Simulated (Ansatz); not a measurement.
## Sn in Ansatz: the effect of target pressure

Sn:

```xyz
1
Lattice="-1.8947 1.8947 1.8947 1.8947 -1.8947 1.8947 1.8947 1.8947 -1.8947" Properties=species:S:1:pos:R:3 pbc="T T T"
Sn    0.0000    0.0000    0.0000
```

This isn't the form of Sn at room conditions, which is tetragonal (white tin).

Alike in all runs:

```yaml
Program: Ansatz 0.2.0
Task: relaxation of cell and atoms
Functional: r2SCAN
Potentials_or_basis: Ansatz PAW
Cutoff: "500 eV (not typed: the program's choice for these potentials)"
k_mesh: 10 × 10 × 10
Occupations: fermi-dirac, width 0.05 eV
Spin: no spin polarisation
```

Each run relaxes the cell or the atoms first.

```tsv
target pressure	relaxed volume (Å³/atom)
0 GPa	26.76
2 GPa	25.80
5 GPa	24.69
10 GPa	23.32
20 GPa	?
30 GPa	20.17
```

Q: What does the run with target pressure 20 GPa give?

A: Relaxed volume 21.46 Å³/atom.

Worked out: In Murnaghan's law V^(-B') rises as a straight line in P. The other rows fit best with B' = 4.6, V0 = 26.75 Å³/atom and B0 = 52 GPa, which gives 21.43 Å³/atom at 20 GPa, against the run's 21.46.

Caveats: the plane-wave basis is chosen anew once the cell has moved, so the energies of steps on either side of that aren't comparable; the PAW data sets come from PBE, with cores solved anew for the run's functional, which leaves a small shift of forces and pressure; the volume moved by over 15 % at a fixed basis, so the end points are rough (some runs).
